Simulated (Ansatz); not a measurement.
Zone-centre phonons of HfO2 at 20 GPa: input and output

Method: DFT PBE, scalar-relativistic, plane waves, PAW (Ansatz 0.2.0).

Launched with:
```bash
ansatz run input.yaml --threads 1 --pin off --max-ram 3072MiB --backend cpu --events-out ev --progress --plain --runs-dir out
```

Input (bare energies are in eV):
```yaml
crystal:
  lattice:
    - [0.0, 2.4898752975, 2.4898752975]
    - [2.4898752975, 0.0, 2.4898752975]
    - [2.4898752975, 2.4898752975, 0.0]
  atoms:
    - { symbol: Hf, position: [0.0, 0.0, 0.0] }
    - { symbol: O, position: [0.25, 0.25, 0.25] }
    - { symbol: O, position: [0.75, 0.75, 0.75] }
basis:
  ecutwfc: 420
kpoints:
  mp_grid: { grid: [8, 8, 8] }
hamiltonian:
  xc: pbe
scf:
  occupations: { method: fixed }
output:
  eigenvalues: true
phonons:
  method: dfpt
  dielectric: true
  rigid_motions: translations
  eigenvectors: true
```

The end of the output:
```
--- Phonons (Γ-DFPT): 2 representative perturbations + reference, on 95 of 512 k-points (Σ response iterations 8) ---
  k mesh reduced under 4 symmetry operations, with k and −k counted as one. Each operation leaves every solved perturbation unchanged. A smaller set is not considered because the run solves the response ...
  ASR residual: 1.027e-4 → 0.000e0 eV/Å²; symmetrization residual: 9.512e-7 eV/Å²
  ASR residual per site (eV/Å²): 7.53e-5 1.03e-4 1.03e-4
  Γ frequencies (cm⁻¹): 0.00 0.00 0.00 285.83 285.83 285.83 624.42 624.42 624.42
  ε∞ (high-frequency dielectric tensor):
        5.270848    -0.000000     0.000000
        0.000000     5.270848     0.000000
        0.000000     0.000000     5.270848
  ε⁰ (static dielectric tensor: ions relaxed, cell fixed):
       27.587644     0.000000    -0.000000
        0.000000    27.587644     0.000000
       -0.000000     0.000000    27.587644
  ε⁰ − ε∞ (ionic part):
       22.316796     0.000000    -0.000000
        0.000000    22.316796     0.000000
       -0.000000     0.000000    22.316796
  softest optical mode at Γ: 285.83 cm⁻¹; the repairs (sum rule, projections) moved no ω² at Γ by more than (1.38 cm⁻¹)²
  Born effective charges Z* (e; rows j = field, columns β = displacement):
    site 0:
         5.57115   -0.00000    0.00000
         0.00000    5.57115    0.00000
         0.00000   -0.00000    5.57115
    site 1:
        -2.78558    0.00000    0.00000
        -0.00000   -2.78558   -0.00000
         0.00000    0.00000   -2.78558
    site 2:
        -2.78558    0.00000   -0.00000
         0.00000   -2.78558   -0.00000
         0.00000    0.00000   -2.78558
  Z* charge neutrality: 1.735e-5 e pre-enforcement
  k-mesh period / interband length: 28.2 Å / 1.31 Å = 21.49 at k = (0.0000, 0.0000, 0.0000), direct gap 4.639 eV — 14 or more, which is no proof of convergence
  optical modes at Γ without the LO–TO term, one row a degenerate level:
      ω (cm⁻¹) modes IR ((D/Å)²/amu)
        285.83      3            79.1709
        624.42      3             0.0000
  optical modes at Γ + LO–TO along q̂ = [1.0000, 0.0000, 0.0000]:
      ω (cm⁻¹) modes IR ((D/Å)²/amu)
        285.83      2            52.7806
        624.42      3             0.0000
        653.92      1            26.3903
  optical modes at Γ + LO–TO along q̂ = [0.0000, 1.0000, 0.0000]:
      ω (cm⁻¹) modes IR ((D/Å)²/amu)
        285.83      2            52.7806
        624.42      3             0.0000
        653.92      1            26.3903
  optical modes at Γ + LO–TO along q̂ = [0.0000, 0.0000, 1.0000]:
      ω (cm⁻¹) modes IR ((D/Å)²/amu)
        285.83      2            52.7806
        624.42      3             0.0000
        653.92      1            26.3903
```

The run took 66 s on 1 thread of Intel(R) Xeon(R) Processor @ 2.50GHz (Skylake/Cascade Lake), on a shared host, peak memory 0.61 GiB.

Spin–orbit coupling is left out, which matters for heavy elements. Other phases may be more stable at this pressure.

This fluorite-type form isn't the usual stable structure of the compound at low pressure.